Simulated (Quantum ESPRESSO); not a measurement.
HgTe (Coloradoite):

```
Hg Te
1.0
     0.00000    3.21450    3.21450
     3.21450    0.00000    3.21450
     3.21450    3.21450    0.00000
Hg Te
1 1
Cartesian
  0.0000 0.0000 0.0000
  4.8217 4.8217 4.8217
```

* Program: Quantum ESPRESSO 7.5
* Task: single point
* Functional: PBEsol
* Potentials or basis: GBRV 1.5 PBEsol
* Cutoff: 612 eV
* Density cutoff: 4898 eV
* k mesh: 7 × 7 × 7
* Occupations: fermi-dirac, width 0.05 eV
* Spin: no spin polarisation

On this cell: pressure 2.2 GPa; largest force zero by symmetry; band gap on the k mesh none (metal or under the smearing width).

The same run follows on a disturbed copy (atoms moved at random, drawn with an rms of 0.05 Å):

```
Hg Te
1.0
     0.00000    3.21450    3.21450
     3.21450    0.00000    3.21450
     3.21450    3.21450    0.00000
Hg Te
1 1
Direct
  0.99737 0.00315 0.99558
  0.74873 0.75226 0.74921
```

Problem. What changes?

Solution. The energy (extrapolated to zero smearing) moves by +0.4 meV/atom; pressure 2.2 GPa; largest force 0.080 eV/Å; band gap on the k mesh none (metal or under the smearing width).

Forces in eV/Å, atoms in the order of the input:
```
Hg   0.039  0.070  0.009
Te  -0.039 -0.070 -0.009
```

Stress tensor (GPa, compression positive):
```
2.20 0.03 0.26
0.03 2.19 0.15
0.26 0.15 2.20
```
